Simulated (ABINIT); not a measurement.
Write the native input for ABINIT 10.8.3 (patched build) that does the following.

```
Task                                            : single point
Functional                                      : PBE
Potentials or basis                             : JTH PAW PBE v2.0
Cutoff                                          : 599 eV
k mesh                                          : 11 × 11 × 11
Occupations                                     : fermi-dirac, width 0.05 eV
Spin                                            : no spin polarisation
Fine-grid cutoff                                : 1197.3 eV
Exchange and correlation inside the PAW spheres : full angular mesh (pawxcdev 0, this build's default; the released program takes 1)
```

The structure of In lies in POSCAR:

```
In
1.0
   -1.6254700000      1.6254700000      2.4737000000
    1.6254700000     -1.6254700000      2.4737000000
    1.6254700000      1.6254700000     -2.4737000000
In
1
Direct
    0.0000000000      0.0000000000      0.0000000000  In
```

One way to write it, as run:

run.abi

```
pp_dirpath "./"
pseudos "In.GGA_PBE-JTH.xml"

structure "poscar:POSCAR"
natom 1

ecut 22.0
pawecutdg 44.0

kptopt 1
ngkpt 11 11 11
nshiftk 1
shiftk 0.0 0.0 0.0

ixc 11

nband 11
occopt 3
tsmear 0.00183747

nstep 100
tolvrs 1.0e-9

iomode 3
prtwf 0
prtden 0
prteig 0
prtebands 0
enunit 2
```

Potentials or basis: JTH PAW PBE v2.0.

Run with:

```sh
$ abinit run.abi > log 2>&1
```

It gave:

```json
{
  "Pressure": "2.0 GPa",
  "Band gap on the k mesh": "none (metal or under the smearing width)",
  "Valence electrons inside the program's atomic spheres": "In 11.12 (radii [1.3264] Å)"
}
```

It took 33 s on 1 thread of Arm Neoverse V1, on a shared host, peak memory 0.14 GiB.
